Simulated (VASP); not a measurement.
Here is a VASP 6.6.1 calculation.

The input INCAR:

```
PREC = Accurate ; ENCUT = 520
EDIFF = 1E-6 ; ISMEAR = -1
SIGMA = 0.15 ; LREAL = False
LASPH = True ; NELM = 100
ALGO = Fast ; ISIF = 2
LWAVE = False ; LCHARG = False
GGA = PE ; NBANDS = 90
```

File KPOINTS:

```
Automatic mesh
0
Gamma
  2 2 2
```

The input POSCAR:

```
Zn12Cu
1.0
    5.3200000000      0.0000000000      0.0000000000
   -3.9900000000      6.9108830000      0.0000000000
    0.0000000000      0.0000000000      4.9369600000
Zn Cu
12 1
Direct
   -0.1571212869      0.0258432967     -0.0123962925
    0.1850228925      0.1076996963      0.4054114273
    0.0380436561      0.4208000627      0.2445837114
    0.3459241113      0.6217584641      0.7247172349
   -0.1180430866      0.6055666114     -0.1769307428
    0.0939296109      0.7705527644      0.3587835429
    0.3066752253     -0.0154104765     -0.1713402580
    0.8134089807      0.2661743803      0.6973927275
    0.3387809495      0.3124347497     -0.0903389940
    0.6405489528      0.4759449697      0.4176254213
    0.5762273969      0.7097067046      0.1707528520
    0.6595095969      0.9649852269      0.4856429868
    0.6155504449      0.1776762825      0.2003459619
```

Potentials or basis: VASP PAW PBE potentials, release 64 (Zn, Cu).

Command:

```sh
$ cat potpaw_PBE.64/Zn/POTCAR potpaw_PBE.64/Cu/POTCAR > POTCAR
$ mpirun -np 1 vasp_std > vasp.out
```

**Question.** Predict the band gap on the k mesh.

**Answer.** None (metal or under the smearing width).

**Question.** Predict the largest force.

**Answer.** 3.327 eV/Å.

Forces on the atoms (eV/Å):
```
Zn   0.718 -0.476 -0.767
Zn  -0.699  0.556  0.330
Zn   2.332  2.364 -0.204
Zn   0.411  0.059 -0.698
Zn  -0.290  0.669  1.731
Zn   0.603  0.490 -0.545
Zn  -0.304 -1.068  0.264
Zn  -0.121  1.124  0.498
Zn   0.242  0.655  0.032
Zn  -1.039 -1.359 -0.452
Zn  -0.156 -0.790  0.048
Zn   0.222 -1.366  0.506
Cu  -1.919 -0.857 -0.744
```

Caveat: the k mesh is coarse (spacing up to 0.68 Å⁻¹), so the values aren't converged.
